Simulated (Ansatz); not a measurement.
# C: the cost of one run

Computed with Ansatz 0.2.0 (DFT PBEsol+D3(BJ), scalar-relativistic, plane waves, PAW, unless a step's input says otherwise).

16 further runs of the same task are left out: 16 set aside as unsound or not needed.

## 1. Starting point

The structure is orthorhombic, space group Fmmm (No. 69). Conventional cell: a = 2.459 Å, b = 4.256 Å, c = 6.649 Å, α = 90.00°, β = 90.00°, γ = 90.00°. C (site symmetry m2m) has 3 C at 1.42 Å as nearest neighbours.

Structure file:

```
C
1.0
     0.00000    2.12799    3.32438
     1.22941    0.00000    3.32438
     1.22941    2.12799    0.00000
C
2
Direct
  0.16671 0.83329 0.16671
  0.83329 0.16671 0.83329
```

This cell was relaxed beforehand with the same method: volume 8.70 Å³/atom, gap on the mesh 0.08 eV.

## 2. Plan of the line

Atoms count from 1 in the order of the input.

The energy is mapped over a free internal coordinate and the cell.

First coordinate, shift of C1 along [0 1 0], its symmetry partners moved as symmetry demands (measured in the relaxed cell): 7 values from −0.15 Å. Second coordinate, volume per atom at fixed shape: 7 values from 8.001 to 9.393 Å³.

Nothing else is relaxed (all other coordinates fixed). Energies count from the relaxed crystal. Points are written as (first, second).

## 3. Grid point (−0.15 Å, 8.233 Å³)

Contents of input.yaml:

```yaml
crystal:
  lattice:
    - [0.0, 2.0894413751, 3.2641567761]
    - [1.2071379834, 0.0, 3.2641567761]
    - [1.2071379834, 2.0894413751, 0.0]
  atoms:
    - { symbol: C, position: [0.1314621586, 0.8685378414, 0.1314621586] }
    - { symbol: C, position: [0.8685378414, 0.1314621586, 0.8685378414] }
basis:
  ecutwfc: 520.0
kpoints:
  mp_grid: { grid: [16, 16, 16] }
hamiltonian:
  xc: pbesol
  pseudopotentials: { kind: paw, azcp: { folder: soft_1 } }
  dispersion: d3bj
scf:
  occupations: { method: gaussian, width: 0.03 }
output:
  forces: true
  stress: true
  eigenvalues: true
```

Command:

```sh
$ ansatz run input.yaml --threads 1 --pin off --max-ram 2048MiB --backend cpu --events-out ev --progress --plain --runs-dir out
```

**Question.** How long does this run take on 1 thread of Arm Neoverse N1, shared host, and how much memory does it need?

About 16 s, with a peak of 0.38 GiB.
